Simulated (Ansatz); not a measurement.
# Lu (fcc type): the cost of one run

Method: DFT PBE, with the methods named in each step, in Ansatz 0.2.0.

### 1 The structure to begin with

It takes space group Fm-3m (No. 225, cubic). Conventional cell: a = 4.887 Å, b = 4.887 Å, c = 4.887 Å, α = 90.00°, β = 90.00°, γ = 90.00°. Around Lu (site symmetry m-3m) lie 12 Lu at 3.46 Å.

As a file:

```xyz
1
Lattice="0.0000 2.4433 2.4433 2.4433 0.0000 2.4433 2.4433 2.4433 0.0000" Properties=species:S:1:pos:R:3 pbc="T T T"
Lu    0.0000    0.0000    0.0000
```

### 2 Fcc relaxed, PAW

Input file input.yaml:

```yaml
crystal:
  lattice:
    - [0.0, 2.4432830035, 2.4432830035]
    - [2.4432830035, 0.0, 2.4432830035]
    - [2.4432830035, 2.4432830035, 0.0]
  atoms:
    - { symbol: Lu, position: [0.0, 0.0, 0.0] }
kpoints:
  mp_grid: { grid: [15, 15, 15] }
scf:
  occupations: { method: fermi_dirac, width: 0.05 }
hamiltonian:
  xc: pbe
  pseudopotentials: { kind: paw }
output:
  forces: true
  stress: true
relax:
  f_tol: 0.005
  max_steps: 40
  cell: {}
```

Started as:

```console
> ansatz run input.yaml --threads 1 --pin off --max-ram 3072MiB --backend cpu --events-out ev --progress --plain --runs-dir out
```

Q: Estimate wall time and peak memory on 1 thread of Intel Xeon 6975P-C (Granite Rapids), shared host.

About 5.9 s, with a peak of 0.41 GiB.
